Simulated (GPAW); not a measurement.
A run of GPAW 26.7.0 is set up as follows.

The input run.py:

```python
from ase import Atoms
from ase.dft.bandgap import bandgap
from ase.io import write
from ase.units import Bohr
from gpaw import GPAW, PW

atoms = Atoms(['P'],
              cell=[[5.03738602, 0.09948732, -0.51999467],
                    [0.09948732, 4.15571952, -0.11624855],
                    [-0.53278431, -0.11910776, 3.71478347]],
              scaled_positions=[[0.0, 0.0, 0.0]],
              pbc=True)

calc = GPAW(mode=PW(600),
            xc={'name': 'optB88-vdW', 'backend': 'libvdwxc'},
            kpts={'size': (6, 7, 7), 'gamma': True},
            occupations={'name': 'fermi-dirac', 'width': 0.05},
            nbands=9,
            convergence={'density': 1e-05, 'energy': 1e-05},
            maxiter=150,
            legacy_gpaw=True,
            txt='gpaw.txt')
atoms.calc = calc
energy = atoms.get_potential_energy()
forces = atoms.get_forces()
calc.write('gs.gpw')
write('result.traj', atoms)
print(f'Energy: {energy:.6f} eV')
print('Forces (eV/A):')
print(forces.round(4))
print('Fermi level:', round(calc.get_fermi_level(), 4), 'eV')
print(f'Gap: {bandgap(calc)[0]:.4f} eV, direct: {bandgap(calc, direct=True)[0]:.4f} eV')

# fields on the real-space grid
write('density.cube', atoms, data=calc.get_pseudo_density() * Bohr**3)
write('potential.cube', atoms, data=calc.get_electrostatic_potential())

path = atoms.cell.bandpath('XGY,LGZ,NGM,RG', npoints=100, eps=1e-4)
bs_calc = calc.fixed_density(kpts=path, symmetry='off', nbands=21,
                             convergence={'bands': 'CBM+6.0', 'eigenstates': 1e-6}, txt='bands.txt')
bs = bs_calc.band_structure()
bs.write('bs.json')
print(f'Gap on the path: {bandgap(bs_calc)[0]:.4f} eV')
```

Potentials or basis: GPAW PAW data sets (gpaw-data 1.2.1), pw.

Launch:

```console
$ OMP_NUM_THREADS=1 python run.py
```

Question: What does it give for the band gap along the path?

Answer: None (metal or under the smearing width).

Levels at the corners of the path, in eV from the Fermi level:
| point | band 1 | band 2 | band 3 | band 4 | band 5 |
| --- | --- | --- | --- | --- | --- |
| X | -8.61 | -0.97 | 0.18 | 1.47 | 6.44 |
| Γ | -8.82 | -0.05 | 0.61 | 1.35 | 4.53 |
| Y | -8.77 | -0.72 | 0.65 | 1.33 | 6.58 |
| L | -8.57 | -0.85 | -0.35 | 1.46 | 5.62 |
| Γ | -8.82 | -0.05 | 0.61 | 1.35 | 4.53 |
| Z | -8.37 | -1.13 | 0.27 | 0.94 | 6.42 |
| N | -8.18 | -0.83 | -0.35 | 0.47 | 6.07 |
| Γ | -8.82 | -0.05 | 0.61 | 1.35 | 4.53 |
| M | -8.35 | -1.07 | 0.01 | 0.96 | 5.98 |
| R | -8.16 | -0.79 | -0.30 | 0.25 | 6.32 |
| Γ | -8.82 | -0.05 | 0.61 | 1.35 | 4.53 |

Caveat: the PAW data sets were made with another functional, which shifts forces and pressure a little.
